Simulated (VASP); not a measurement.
Runs of VASP 6.6.1 on CdTe. The structure is cubic, space group F-43m (No. 216). The conventional cell has a = 6.410 Å, b = 6.410 Å, c = 6.410 Å, α = 90.00°, β = 90.00°, γ = 90.00°. Te (site symmetry -43m) is surrounded by 4 Cd at 2.78 Å. Cd (site symmetry -43m) is surrounded by 4 Te at 2.78 Å. 

| task | level | spin | cell | k mesh | cutoff (eV) | smearing | k mesh for the DOS | occupations for the DOS | exchange at q = 0 | grid for exact exchange (PRECFOCK) | mesh quality | gap on the mesh (eV) | pressure (GPa) |
| --- | --- | --- | --- | --- | --- | --- | --- | --- | --- | --- | --- | --- | --- |
| relaxation of cell and atoms | PBEsol | off | relaxed | 7 × 7 × 7 | 600 | fermi-dirac 0.05 eV | - | - | - | - | not flagged | (a) | 0.0 |
| single point | PBE0 | off | as given | 4 × 4 × 4 | 520 | fermi-dirac 0.05 eV | - | - | truncated | Normal | coarse | 2.33 | 3.4 |
| single point | PBE | off | as given | 4 × 4 × 4 | 520 | fermi-dirac 0.04 eV | - | - | - | - | coarse | 0.86 | 4.6 |
| single point | PBE | off | as given | 3 × 3 × 3 | 520 | fermi-dirac 0.02 eV | - | - | - | - | coarse | (b) | 5.3 |

Alike in all rows: potentials or basis VASP PAW PBE potentials, release 64 (Te, Cd).

Problem. Estimate the missing entries.

Solution. (a) 0.64; (b) 0.84.

Caveats: some runs use coarse meshes; spin-orbit coupling is left out, which moves the levels of the heavy elements; the PAW data sets were made with another functional, which shifts forces and pressure a little (some runs); an odd mesh through Γ misses points on the zone boundary, where band edges often lie (some runs).

A k mesh can miss the band edges, and the runs leave out spin-orbit coupling on Cd, Te.

Not every run made on this cell is shown here.
